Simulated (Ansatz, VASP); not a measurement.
One calculation of Os, two programs

```
Os
1.0
     2.73410    0.00000    0.00000
    -1.36705    2.36780    0.00000
     0.00000    0.00000    4.31970
Os
2
Direct
  0.66667 0.33333 0.75000
  0.33333 0.66667 0.25000
```

Alike in both runs: task relaxation of cell and atoms; functional r2SCAN; dispersion D3(BJ); k mesh 11 × 11 × 6; occupations fermi-dirac, width 0.05 eV; no spin polarisation.

```csv
,VASP,Ansatz
version,VASP 6.6.1,Ansatz 0.2.0
potentials or method,"VASP PAW PBE potentials, release 64 (Os)",Ansatz PAW
plane-wave cutoff (eV),600,500
valence electrons in the cell,16,32
```

VASP gave:

* relaxed volume (Å³/atom): 13.94
* relaxed cell length with the largest relative difference (Å): 2.732

Task: Estimate Ansatz's values.

Result: Relaxed volume (Å³/atom): 13.90; relaxed cell length with the largest relative difference (Å): 2.729.

The two sets of potentials don't hold the same shells in valence.

Caveats: the PAW data sets were made with another functional, which shifts forces and pressure a little (VASP); pairwise dispersion overbinds metals, which lowers pressure and volume (VASP); the plane-wave basis is chosen anew once the cell has moved, so the energies of steps on either side of that aren't comparable (Ansatz); the PAW data sets come from PBE, with cores solved anew for the run's functional, which leaves a small shift of forces and pressure (Ansatz); the dispersion damping was fitted for another functional or another form of the correction (Ansatz). Spin-orbit coupling is left out, which matters for the levels of Os.
